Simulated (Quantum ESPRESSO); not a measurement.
# ZrN under changes of volume

One of the cells (12.167 Å³/atom); the others are scaled copies at fixed shape and fractional positions:

```
CELL_PARAMETERS angstrom
0.00000 2.30000 2.30000
2.30000 0.00000 2.30000
2.30000 2.30000 0.00000
ATOMIC_POSITIONS crystal
Zr 0.50000 0.50000 0.50000
N 0.00000 0.00000 0.00000
```

```yaml
Program: Quantum ESPRESSO 7.5
Functional: LDA
Potentials_or_basis: PseudoDojo 0.4.1 SR LDA standard
Cutoff: 1143 eV
Density_cutoff: 4572 eV
k_mesh: 10 × 10 × 10
Occupations: fermi-dirac, width 0.05 eV
Spin: no spin polarisation
```

```tsv
volume (Å³/atom)	energy over the lowest point (meV/atom)	pressure (GPa)
11.437	1.30	3.9
11.680	0.00	-2.1
11.924	7.38	-7.5
12.167	22.51	-12.3
12.410	44.59	-16.7
12.654	72.88	-20.5
12.897	?	?
```

Problem. What does the run at 12.897 Å³/atom give?

Solution. Energy over the lowest point 106.72 meV/atom; pressure -24.0 GPa.

Worked out: A Birch-Murnaghan fit of order 3 (a polynomial in V^(-2/3)) to the other rows has its minimum at 11.59 Å³/atom with B0 = V·E''(V) = 284 GPa and B' = 4.5. It gives 106.59 meV/atom at 12.897 Å³/atom, against the run's 106.72, and -dE/dV = -23.9 GPa, against -24.0.

Energies are extrapolated to zero smearing.
